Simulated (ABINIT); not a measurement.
# HfN in ABINIT: the effect of functional

HfN:

```
Hf N
1.0
     0.00000    2.45482    2.45482
     2.45482    0.00000    2.45482
     2.45482    2.45482    0.00000
Hf N
1 1
Cartesian
  0.0000 0.0000 0.0000
  1.2274 1.2274 1.2274
```

The cell comes from a database or a generator and needn't be the stable form of this composition.

Alike in all runs:

- Program: ABINIT 10.8.3 (patched build)
- Task: single point
- Potentials or basis: JTH PAW PBE v2.0
- Cutoff: 844 eV
- k mesh: 9 × 9 × 9
- Occupations: fermi-dirac, width 0.05 eV
- Spin: no spin polarisation

```csv
functional,pressure (GPa)
LDA,-10.0
PBEsol,-5.3
RPBE,3.7
BLYP,5.4
AM05,-5.6
r2SCAN,-0.2
SCAN,?
revPBE,2.8
PW91,-0.3
WC,-4.9
```

Question: What does the run with functional SCAN give?

Answer: Pressure -3.2 GPa.

Caveats: the PAW data sets were made with another functional, which shifts forces and pressure a little.

Runs at the PBE level aren't shown here.
